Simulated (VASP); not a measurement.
# Si: molecular dynamics with a monitored distance, by stops when the distance exceeds

Si, Fd-3m (no. 227), 8 atoms in the cell. PBE, molecular dynamics; PAW potentials Si (PBE set).

| Stops when the distance exceeds (Å) | Largest distance met (Å) | Steps run | Mean temperature (K) | Time (s) |
|---|---|---|---|---|
| 2.499 | 2.509 | 32 | 874 | 41 |
| 3.772 | 2.529 | 80 | 815 | 80 |

Limits: row 1: 64 fs of 8 atoms are too short for converged averages; the distance is that to the nearest periodic copy, which so small a cell caps; the cell is only 5.4 Å across, so each atom moves in step with near copies of itself; row 2: 160 fs of 8 atoms are too short for converged averages.

## Input of the first row

INCAR:
```
GGA = PE
PREC = Normal
ENCUT = 250
EDIFF = 1E-5
NELMIN = 4
NELM = 60
ALGO = Normal
LREAL = Auto
LASPH = True
ISMEAR = 0
SIGMA = 0.05
ISYM = 0
LWAVE = False
LCHARG = False
IBRION = 0
NSW = 80
POTIM = 2.0
TEBEG = 1000
TEEND = 1000
ISIF = 2
MDALGO = 1
ANDERSEN_PROB = 0.05
RANDOM_SEED = 436841 0 0
VALUE_MAX = 2.499
VALUE_MIN = 1.179
KPAR = 2
```

KPOINTS:
```
k-points
0
Monkhorst-Pack
  2 2 2
```

ICONST:
```
R 1 6 7
```

POSCAR:
```
Si
1.0
    5.4437023730      0.0000000000      0.0000000000
    0.0000000000      5.4437023730      0.0000000000
    0.0000000000      0.0000000000      5.4437023730
Si
8
Direct
    0.5000000000      0.0000000000      0.5000000000
    0.2500000000      0.2500000000      0.2500000000
    0.5000000000      0.5000000000      0.0000000000
    0.2500000000      0.7500000000      0.7500000000
    0.0000000000      0.0000000000      0.0000000000
    0.7500000000      0.2500000000      0.7500000000
    0.0000000000      0.5000000000      0.5000000000
    0.7500000000      0.7500000000      0.2500000000
```

Commands:
```
cat potpaw_PBE.64/Si/POTCAR > POTCAR
mpirun -np 2 vasp_std > vasp.out
```

Changes of the last row against the first:
```
- VALUE_MAX = 2.499
+ VALUE_MAX = 3.772
```

VASP 6.6.1 took 41 s on 2 cores (Intel Xeon Platinum 8488C (Sapphire Rapids)), a shared host.
